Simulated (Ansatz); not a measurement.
# Energy, volume and coordination in Al5P2

Level of theory: DFT PBE, scalar-relativistic, plane waves, PAW (Ansatz). Settings: cutoff 420 eV, Γ-centred meshes spaced at most about 0.3 Å⁻¹, and about 0.25 Å⁻¹ or finer for metals (2π included), Gaussian smearing. No spin polarisation.

These are static total energies at zero pressure. Rows are sorted by volume; energies count from the lowest form computed. Coordination counts Al atoms around P (those within 1.25 times the shortest such distance or 1.15 times the sum of covalent radii, 1.27 where that leaves under three).

```
row   form    source  atoms  coordination  V (Å³/atom)  gap on mesh (eV)  ΔE (meV/atom)
  1   C2/c  invented     14           P 6         17.4                 0            116
  2   R-3m  invented      7           P 6         18.0                 0              ?
  3  P-3m1  invented      7           P 6         19.0                 0             79
  4     C2  invented      7           P 4         19.6                 0             29
  5  I-4m2  invented      7           P 4         20.7                 0             13
  6  P-4m2  invented      7           P 4         20.7                 0              0
```

The cell of row 2:

```cif
data_structure
_symmetry_space_group_name_H-M 'P 1'
_symmetry_Int_Tables_number 1
_cell_length_a 11.9797
_cell_length_b 11.9797
_cell_length_c 11.9797
_cell_angle_alpha 16.840
_cell_angle_beta 16.840
_cell_angle_gamma 16.840
_cell_volume 125.85
loop_
_atom_site_label
_atom_site_type_symbol
_atom_site_fract_x
_atom_site_fract_y
_atom_site_fract_z
_atom_site_occupancy
Al1 Al 0.22287 0.22287 0.22287 1
Al2 Al 0.77714 0.77714 0.77714 1
Al3 Al 0.30458 0.30458 0.30458 1
Al4 Al 0.69542 0.69542 0.69542 1
Al5 Al 0.50000 0.50000 0.50000 1
P1 P 0.06925 0.06925 0.06925 1
P2 P 0.93075 0.93075 0.93075 1
```

Q: Estimate the missing energy, and say where the row ranks.

A: 45 meV/atom, which puts it above row 4 and below row 3. Counting Al atoms around P, row 2 has P 6 and the lowest form (row 6) has P 4.

An observed structure of this formula, if there is one, may be missing.

For metals, differences of a few meV/atom aren't resolved. In P-4m2, I-4m2, C2, R-3m, P-3m1 an odd number of electrons in the primitive cell allows no gap without spin; a larger cell or a magnetic state could open one. Cells relaxed within their symmetry can be saddle points. Some candidate types were left out of the draw beforehand, so a known form may be missing.

All three forms with four Al atoms around P lie below all three with six, although they are less dense. This probably reflects the directional, partly covalent Al–P bonding that makes tetrahedral coordination favourable in zincblende AlP, while the surplus Al supplies electrons for metallic Al–Al bonding. Density alone doesn't set the order: R-3m is both denser than P-3m1 and lower in energy, at 45 against 79 meV/atom. Its cell places P in trigonal prisms between Al layers, with Al slabs alternately two and three layers thick separating the P layers. Good metallic bonding within those slabs may offset part of the cost of six-coordinate P.

Compression should favour the denser forms, but P-3m1 has no evident route to replacing R-3m at modest pressure, since it starts out both higher in energy and larger in volume. The ranking concerns only competing structures at this composition and doesn't show that any of them would resist separation into AlP and elemental Al.
